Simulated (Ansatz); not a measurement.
# How far is PAW off for AlAs?

```
CELL_PARAMETERS angstrom
0.00000 2.83040 2.83040
2.83040 0.00000 2.83040
2.83040 2.83040 0.00000
ATOMIC_POSITIONS crystal
Al 0.00000 0.00000 0.00000
As 0.75000 0.75000 0.75000
```

Atoms are numbered in the order listed.

The cell is COD entry 1540257, as deposited and not checked against the literature; nothing was relaxed.

Methods: DFT, PBEsol, PAW with Ansatz's default frozen-core files, scalar-relativistic (Ansatz 0.2.0); DFT, PBEsol, all-electron LAPW, scalar-relativistic (Ansatz 0.2.0).

For PAW: a Γ-centred 10×10×10 k mesh, Fermi–Dirac smearing of 0.05 eV, cutoff 420 eV, no spin polarisation; the PAW files were made with PBE, and the program remakes their frozen cores for this functional. LAPW targets a basis error of 0.5 meV/atom. The Ansatz runs share mesh, smearing and spin set-up. Plane-wave (PAW) pressures include the program's estimate of the Pulay term.

Stress and pressure are positive in compression.

Levels count from the top of the valence band.

PAW results:

```csv
quantity,PAW
pressure (GPa),0.54
band gap (eV),1.331
highest filled level at X (eV),-2.178
lowest empty level at X (eV),1.331
highest filled level at Γ (eV),0.000
lowest empty level at Γ (eV),1.963
highest filled level at U (eV),-1.805
lowest empty level at U (eV),2.152
```

**Question.** What does full-potential LAPW give for the same quantities?

**Answer.** 
```csv
quantity,LAPW
pressure (GPa),0.52
band gap (eV),1.330
highest filled level at X (eV),-2.181
lowest empty level at X (eV),1.330
highest filled level at Γ (eV),0.000
lowest empty level at Γ (eV),1.963
highest filled level at U (eV),-1.808
lowest empty level at U (eV),2.151
```
